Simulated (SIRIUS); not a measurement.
# ZnSe (Stilleite) under changes of volume

One of the cells (22.757 Å³/atom); the others are scaled copies at fixed shape and fractional positions:

```
Se Zn
1.0
     0.00000    2.83380    2.83380
     2.83380    0.00000    2.83380
     2.83380    2.83380    0.00000
Se Zn
1 1
Direct
  0.75000 0.75000 0.75000
  0.00000 0.00000 0.00000
```

- Program: SIRIUS 7.12.0
- Functional: PBEsol
- Potentials or basis: PseudoDojo 0.4.1 PBEsol standard (scalar relativistic)
- Cutoff: 1177 eV
- Density cutoff: 4707 eV
- k mesh: 8 × 8 × 8
- Occupations: fermi-dirac, width 0.05 eV
- Spin: no spin polarisation

| volume (Å³/atom) | energy over the lowest point (meV/atom) | pressure (GPa) | gap on the mesh (eV) |
| --- | --- | --- | --- |
| 21.391 | 8.76 | 3.1 | 1.42 |
| 21.846 | 2.25 | 1.5 | 1.33 |
| 22.301 | 0.00 | 0.1 | 1.25 |
| 22.757 | ? | ? | ? |
| 23.212 | 6.52 | -2.3 | 1.09 |
| 23.667 | 14.52 | -3.3 | 1.02 |
| 24.122 | 25.22 | -4.2 | 0.95 |

**Question.** What does the run at 22.757 Å³/atom give?

**Answer.** Energy over the lowest point 1.56 meV/atom; pressure -1.2 GPa; gap on the mesh 1.17 eV.

Worked out: A Birch-Murnaghan fit of order 3 (a polynomial in V^(-2/3)) to the other rows has its minimum at 22.33 Å³/atom with B0 = V·E''(V) = 65 GPa and B' = 4.6. It gives 1.56 meV/atom at 22.757 Å³/atom, against the run's 1.56, and -dE/dV = -1.2 GPa, against -1.2. A straight line through the other rows of the gap, of slope -3.91 eV per unit of ln V, gives 1.17 eV, against the run's 1.17.

Energies are extrapolated to zero smearing.

A mesh can miss the band edges. Spin-orbit coupling on Se is left out.
